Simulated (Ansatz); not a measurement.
Runs of Ansatz 0.2.0 on WC. The structure is orthorhombic, space group Cmmm (No. 65). Conventional cell: a = 3.281 Å, b = 4.236 Å, c = 4.309 Å, α = 90.00°, β = 90.00°, γ = 90.00°. W (site symmetry mmm) is surrounded by 4 W at 2.68 Å and 8 C at 2.71 to 3.02 Å. C (site symmetry mmm) has 4 C at 2.68 Å and 8 W at 2.71 to 3.02 Å as nearest neighbours. The cell was built by a generator and needn't be a form met in nature.

```csv
task,level,cell,cutoff (eV),points for each segment of the path,gap on the mesh (eV),pressure (GPa),relaxed volume (Å³/atom)
band structure,r2SCAN,as given,500,14,none,-35.7,-
relaxation of cell and atoms,revPBE,relaxed,420,-,none,0.0,(a)
relaxation of cell and atoms,BLYP,relaxed,420,-,none,0.0,12.81
band structure,BLYP,as given,420,14,none,-24.6,-
```

Alike in all rows: potentials or basis Ansatz PAW; no spin polarisation; k mesh 10 × 10 × 6; smearing fermi-dirac 0.05 eV.

Question: Fill in the values left out.

Answer: (a) 11.99.

Caveats: the PAW data sets come from PBE, with cores solved anew for the run's functional, which leaves a small shift of forces and pressure; spin-orbit coupling is left out, which moves the levels of the heavy elements (some runs); the plane-wave basis is chosen anew once the cell has moved, so the energies of steps on either side of that aren't comparable (some runs); a pressure of tens of GPa on the cell as given is suspect, and the run, the potentials or the cell itself is likely at fault (some runs); the volume moved by over 15 % at a fixed basis, so the end points are rough (some runs); so large a pressure means that the cell lies far from this level's equilibrium, or that cutoff or potentials fall short (some runs).

A k mesh can miss the band edges, and the runs leave out spin-orbit coupling on W.

A gap of «none» marks a metal or a gap under the smearing width.

Runs at the PBE level aren't shown here.
